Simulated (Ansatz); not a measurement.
SrO (rocksalt), relaxed with r2SCAN in the PAW code Ansatz. It is cubic, Fm-3m (No. 225); conventional cell a = 5.160 Å, 17.17 Å³ an atom. Sr has 6 O at 2.58 Å; O has 6 Sr at 2.58 Å.

The axes x, y and z are those of this cell:
```yaml
crystal:
  lattice:
    - [0.00000, 2.57989, 2.57989]
    - [2.57989, 0.00000, 2.57989]
    - [2.57989, 2.57989, 0.00000]
  atoms:
    - { symbol: Sr, position: [0.00000, 0.00000, 0.00000] }
    - { symbol: O, position: [0.50000, 0.50000, 0.50000] }
```

Unstrained: With PBE the valence top lies at Γ and the conduction bottom at X, 3.318 eV higher; the smallest vertical gap, at X, is 3.403 eV. r2SCAN gives an indirect gap of 3.799 eV, from Γ to X; the least direct gap is 3.880 eV at X. The HSE06 gap is indirect, 4.794 eV (Γ to X), below the direct gap of 4.890 eV at X. Meshes: PBE 8×8×8, r2SCAN 8×8×8, HSE06 6×6×6. Strains are changes of length per length. After each strain the atoms were relaxed again with r2SCAN within the symmetry that the strain leaves, so tilts or polar shifts that break it weren't tested; points keep the names that they have in the unstrained zone. The values are computed, spin-unpolarised, and not measurements.

(1) One strain changed the r2SCAN stress by xx +1.83, yy +1.83, zz 0.00 GPa (compression positive) and the gap by -0.035 eV (PBE), -0.035 eV (r2SCAN). Which kind of strain was it, and roughly how large?

(2) Estimate what biaxial +5.76 % in x and y, z held does to the gap.

(3) One strain changed the r2SCAN stress by xx +11.10, yy +11.10, zz +11.10 GPa (compression positive) and the gap by -0.063 eV (PBE), -0.058 eV (r2SCAN), -0.034 eV (HSE06). Which kind of strain was it, and roughly how large?

Answers

(1) Epitaxial -0.84 % in the xy plane, free normal strain +0.45 %. The pattern of the stress gives the kind; the size needs the stiffness, so it is an estimate.

(2) PBE: the gap goes from 3.318 to 3.047 eV (-0.271 eV); it turns from indirect (Γ → X) to direct (Γ); with r2SCAN the top three valence levels at Γ, degenerate before, become 1+2 from the top over 138 meV. r2SCAN: the gap goes from 3.799 to 3.586 eV (-0.213 eV). HSE06: the gap goes from 4.794 to 4.481 eV (-0.313 eV); it turns from indirect (Γ → X) to direct (Γ). The r2SCAN energy rises by 66.2 meV an atom.

(3) Isotropic -3.14 % on every length. The pattern of the stress gives the kind; the size needs the stiffness, so it is an estimate.

The meshes of the hybrids are coarse, so their gaps aren't converged to the digits shown.

The splittings at Γ are without spin-orbit coupling, which regroups them where it is of like size or larger.
